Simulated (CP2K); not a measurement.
Crystal: TaAs.

```
CELL_PARAMETERS angstrom
3.44363 0.00000 0.00000
0.00000 3.44363 0.00000
1.72181 -1.72181 5.86794
ATOMIC_POSITIONS crystal
Ta 0.49997 0.50003 0.00007
Ta 0.24997 0.25003 0.50007
As 0.08263 0.91737 0.83474
As 0.83263 0.66737 0.33474
```

The cell is a database's computed one.

Base run:

* Program: CP2K 2026.2
* Functional: vdW-DF-cx
* Potentials or basis: POTENTIAL_UZH Ta GTH-PBE-q13, As GTH-PBE-q5; TZVP-MOLOPT-PBE-GTH basis
* Density cutoff: 9184 eV
* k mesh: 8 × 8 × 8
* Occupations: fermi-dirac, width 0.05 eV
* Spin: no spin polarisation

Its results: band gap on the k mesh none (metal or under the smearing width); pressure 0.1 GPa; largest force 0.026 eV/Å.

After a change of settings the same cell gave: band gap on the k mesh none (metal or under the smearing width); pressure 2.3 GPa; largest force 0.024 eV/Å. Which change was it?
A. functional from vdW-DF-cx to LDA
B. functional from vdW-DF-cx to r2SCAN
C. functional from vdW-DF-cx to PBEsol
D. functional from vdW-DF-cx to PBE

D.

Caveats: the basis of atomic orbitals isn't converged, which shifts pressures, moduli and gaps; the potentials were made for another functional, which shifts forces and pressure (some runs).

Not every run made on this cell is shown here.
